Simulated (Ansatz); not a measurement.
## Slab of fcc Mn (111), 1 layer

The slab is cut from the fcc crystal, which needn't be the stable phase, as relaxed on PAW files (10.74 Å³/atom), with 16 Å of vacuum and a dipole correction:

```xyz
1
Lattice="2.4768 0.0000 0.0000 -1.2384 2.1449 0.0000 0.0000 0.0000 16.0000" Properties=species:S:1:pos:R:3 pbc="T T T"
Mn    0.0000    0.0000    8.0000
```

Computed with Ansatz 0.2.0; functional PBE, scalar-relativistic. Settings: a Γ-centred 19×19×1 k mesh, Fermi–Dirac smearing of 0.05 eV, spin-polarised from start moments Mn 3 μB. Methods: LAPW: all electrons, basis error target 1 meV/atom; PAW: frozen-core files, cutoff 420 eV.

The bulk energy comes from a cell in the slab's orientation on a 19×19×7 mesh. The surface energy is (E(slab) − N·E(bulk))/2A at zero smearing, the mean of both faces; thin slabs carry quantum-size effects.

Antiferromagnetic order, which Cr and Mn prefer near zero pressure, wasn't tried. The magnetic state is the one reached from the start moments; other orders weren't searched.

Task: As cut, the LAPW slab lies 1.910 eV above 1 atom of bulk. What surface energy is that?

Result: Over two faces of 5.31 Å² it is 179.7 meV/Å², and times 16.02 J/m² per eV/Å² that gives γ = 2.880 J/m².

```csv
method,γ as cut (J/m²),Φ as cut (eV)
LAPW,2.880,?
```

Task: What belongs in the row "LAPW", column "Φ as cut (eV)"?

Result: 4.41.

Task: How do the moments vary through the slab?

Result: Mn 3.08 μB in the LAPW spheres; the bulk has Mn 0.00 μB.

Task: What changes if the vacuum is set to 22 Å?

Result: LAPW then gives: no gap, work function 4.41 eV; PAW: no gap, work function 4.40 eV.

Task: A field of 0.1 V/Å is applied along the normal, atoms held. What follows?

Result: LAPW finds an induced dipole of 0.0100 e·Å a cell (PAW 0.0100), that is 3.39 Å for 4πα over the area, against 0.00 Å between the outer atoms.
